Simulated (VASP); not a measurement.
Write the native input for VASP 6.6.1 that does the following.

| Property | Result |
| --- | --- |
| Task | band structure |
| Functional | TB-mBJ |
| Potentials or basis | VASP PAW PBE potentials, release 64 (Mg, F) |
| Cutoff | 520 eV |
| k mesh | 6 × 6 × 8 |
| Occupations | gaussian, width 0.02 eV |
| Spin | no spin polarisation |
| Further INCAR settings | ALGO = Normal; EDIFF = 1e-07; NBANDS = 25 |

MgF2:

```
Mg F
1.0
     4.61901    0.00000    0.00000
     0.00000    4.62678    0.00000
     0.00000    0.00000    3.05162
Mg F
2 4
Direct
  0.50000 0.50000 0.50000
  0.00000 0.00000 0.00000
  0.80300 0.19673 0.50000
  0.19700 0.80327 0.50000
  0.30300 0.30327 0.00000
  0.69700 0.69673 0.00000
```

The cell comes from a database or a generator and needn't be the stable form of this composition.

One way to write it, as run:

POSCAR

```
MgF2
1.0
    4.6190100000      0.0000000000      0.0000000000
    0.0000000000      4.6267800000      0.0000000000
    0.0000000000      0.0000000000      3.0516200000
Mg F
2 4
Direct
    0.5000000000      0.5000000000      0.5000000000
    0.0000000000      0.0000000000      0.0000000000
    0.8030000000      0.1967300000      0.5000000000
    0.1970000000      0.8032700000      0.5000000000
    0.3030000000      0.3032700000      0.0000000000
    0.6970000000      0.6967300000      0.0000000000
```

INCAR.step1

```
SYSTEM = MgF2
PREC = Accurate ; ENCUT = 520
EDIFF = 1E-5 ; ISMEAR = 0
SIGMA = 0.02 ; LREAL = .False.
LASPH = .True. ; NELM = 80
ALGO = Normal ; ISIF = 2
LWAVE = .True. ; LCHARG = .False.
NBANDS = 25 ; GGA = PE
```

INCAR.step2

```
SYSTEM = MgF2
PREC = Accurate ; ENCUT = 520
EDIFF = 1E-7 ; ISMEAR = 0
SIGMA = 0.02 ; LREAL = .False.
LASPH = .True. ; NELM = 80
ALGO = Normal ; ISIF = 2
LWAVE = .False. ; LCHARG = .False.
METAGGA = MBJ ; NBANDS = 25
ISTART = 1
```

KPOINTS

```
regular mesh
0
Gamma
  6 6 8
  0 0 0
```

KPOINTS_OPT

```
path GXSYGZURTZ,YT,UX,SR
20
line-mode
reciprocal
 0.0000000000  0.0000000000  0.0000000000  G
 0.0000000000  0.0000000000  0.5000000000  X

 0.0000000000  0.0000000000  0.5000000000  X
 0.5000000000  0.0000000000  0.5000000000  S

 0.5000000000  0.0000000000  0.5000000000  S
 0.5000000000  0.0000000000  0.0000000000  Y

 0.5000000000  0.0000000000  0.0000000000  Y
 0.0000000000  0.0000000000  0.0000000000  G

 0.0000000000  0.0000000000  0.0000000000  G
 0.0000000000  0.5000000000  0.0000000000  Z

 0.0000000000  0.5000000000  0.0000000000  Z
 0.0000000000  0.5000000000  0.5000000000  U

 0.0000000000  0.5000000000  0.5000000000  U
 0.5000000000  0.5000000000  0.5000000000  R

 0.5000000000  0.5000000000  0.5000000000  R
 0.5000000000  0.5000000000  0.0000000000  T

 0.5000000000  0.5000000000  0.0000000000  T
 0.0000000000  0.5000000000  0.0000000000  Z

 0.5000000000  0.0000000000  0.0000000000  Y
 0.5000000000  0.5000000000  0.0000000000  T

 0.0000000000  0.5000000000  0.5000000000  U
 0.0000000000  0.0000000000  0.5000000000  X

 0.5000000000  0.0000000000  0.5000000000  S
 0.5000000000  0.5000000000  0.5000000000  R
```

Potentials or basis: VASP PAW PBE potentials, release 64 (Mg, F).

Run with:

```console
$ cat potpaw_PBE.64/Mg/POTCAR potpaw_PBE.64/F/POTCAR > POTCAR
$ cp INCAR.step1 INCAR
$ mpirun -np 1 vasp_std > vasp.out
$ cp INCAR.step2 INCAR
$ mpirun -np 1 vasp_std > vasp.out
```

It gave:

| Property | Result |
| --- | --- |
| Band gap on the k mesh | 10.86 eV, direct |
| Band gap along the path | 10.86 eV, direct |

It took 8.5 min on 1 thread of Intel(R) Xeon(R) Platinum 8488C (Sapphire Rapids), on a shared host, peak memory 0.32 GiB.
